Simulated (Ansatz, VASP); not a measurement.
Si in VASP and in Ansatz

The input INCAR:

```
SYSTEM = Si
PREC     = Accurate       ! precision mode
ENCUT    = 520            ! plane-wave cutoff, eV
EDIFF    = 1E-6           ! SCF threshold, eV
ISMEAR   = -1             ! smearing method
SIGMA    = 0.05           ! smearing width, eV
LREAL    = .False.        ! projectors in reciprocal space
LASPH    = .True.         ! aspherical terms in the spheres
NELM     = 150            ! most SCF steps
ALGO     = Normal         ! electronic algorithm
ISIF     = 2              ! what is computed and relaxed
LWAVE    = .False.        ! write WAVECAR
LCHARG   = .False.        ! write CHGCAR
LNONCOLLINEAR= .True.         ! non-collinear magnetism
MAGMOM   = 0 0 0 0 0 0    ! initial moments
LORBIT   = 11             ! projections on sites
LSORBIT  = .True.         ! spin-orbit coupling
GGA_COMPAT= .False.      
LORBMOM  = .True.       
GGA      = PS             ! functional
NBANDS   = 20             ! bands
```

File KPOINTS:

```
Automatic mesh
0
Gamma
  8 8 8
  0 0 0
```

The input POSCAR:

```
Si
1.0
    0.0000000000      2.7175333042      2.7175333042
    2.7175333042      0.0000000000      2.7175333042
    2.7175333042      2.7175333042      0.0000000000
Si
2
Direct
    0.5000000000      0.5000000000      0.5000000000
    0.7500000000      0.7500000000      0.7500000000
```

Input for Ansatz:

```yaml
crystal:
  lattice:
    - [0.0, 2.7175333042, 2.7175333042]
    - [2.7175333042, 0.0, 2.7175333042]
    - [2.7175333042, 2.7175333042, 0.0]
  atoms:
    - { symbol: Si, position: [0.5, 0.5, 0.5] }
    - { symbol: Si, position: [0.75, 0.75, 0.75] }
hamiltonian:
  xc: pbesol
  pseudopotentials:
    kind: paw_fr
    azcp:
      Si: "pseudopotentials/Si.paw.azcp"
basis:
  ecutwfc: 420
  fft_grid_basis: typed
kpoints:
  mp_grid: { grid: [8, 8, 8], shift: [0, 0, 0] }
magnetization:
  noncollinear: true
  spin_orbit: true
scf:
  occupations: { method: fermi_dirac, width: 0.05 }
```

Alike in both runs: task single point; functional PBEsol; k mesh 8 × 8 × 8; occupations fermi-dirac, width 0.05 eV; non-collinear spin, spin-orbit coupling.

|  | VASP | Ansatz |
| --- | --- | --- |
| version | VASP 6.6.1 | Ansatz 0.2.0 |
| potentials or method | VASP PAW PBE potentials, release 64 (Si) | plane waves (420 eV) with PAW, fully relativistic with spin-orbit coupling |
| plane-wave cutoff (eV) | 520 | 420 |
| valence electrons in the cell | 8 | 8 |

```tsv
	VASP	Ansatz	Ansatz less VASP
net moment per atom (μB)	0.00	0.00	0.000
```

Ansatz warned: «pseudo_functional_mismatch».
